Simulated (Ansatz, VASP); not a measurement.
**One calculation of LiCl, two programs**

The input INCAR:

```
SYSTEM = LiCl
PREC = Accurate
ENCUT = 520
EDIFF = 1E-6
ISMEAR = 0
SIGMA = 0.05
LREAL = .False.
LASPH = .True.
NELM = 100
ALGO = Normal
ISIF = 2
LWAVE = .False.
LCHARG = .False.
GGA = PE
NBANDS = 12
```

KPOINTS

```
regular mesh
0
Gamma
  8 8 8
  0 0 0
```

Contents of POSCAR:

```
LiCl
1.0
    0.0000000000      2.2850564253      3.2310697854
    2.2850564253      0.0000000000      3.2310697854
    2.2850564253      2.2850564253      0.0000000000
Li Cl
1 1
Direct
    0.0000000000      0.0000000000      0.0000000000
    0.5000000000      0.5000000000      0.5000000000
```

Input for Ansatz:

```yaml
crystal:
  lattice:
    - [0.0, 2.2850564253, 3.2310697854]
    - [2.2850564253, 0.0, 3.2310697854]
    - [2.2850564253, 2.2850564253, 0.0]
  atoms:
    - { symbol: Li, position: [0.0, 0.0, 0.0] }
    - { symbol: Cl, position: [0.5, 0.5, 0.5] }
basis:
  ecutwfc: 420
kpoints:
  mp_grid: { grid: [8, 8, 8] }
hamiltonian:
  xc: pbe
scf:
  occupations: { method: gaussian, width: 0.05 }
output:
  forces: true
  stress: true
  eigenvalues: true
```

Alike in both runs: task single point; functional PBE; k mesh 8 × 8 × 8; occupations gaussian, width 0.05 eV; no spin polarisation.

|  | VASP | Ansatz |
| --- | --- | --- |
| version | VASP 6.6.1 | Ansatz 0.2.0 |
| potentials or method | VASP PAW PBE potentials, release 64 (Li_sv, Cl) | scalar-relativistic, plane waves, PAW |
| plane-wave cutoff (eV) | 520 | 420 |
| valence electrons in the cell | 10 | 10 |

VASP gave:

```
gap on the k mesh at the Fermi level (eV) : 5.88
least direct gap on the mesh (eV)         : 6.23
```

Question: Estimate Ansatz's values.

Answer: gap on the k mesh at the Fermi level (eV): 5.88; least direct gap on the mesh (eV): 6.21.

With one functional, cell and mesh, what is left measures potentials, basis and numerics.

 PBE gaps usually lie below the measured ones, often by a third to a half. A k mesh can miss the band edges.
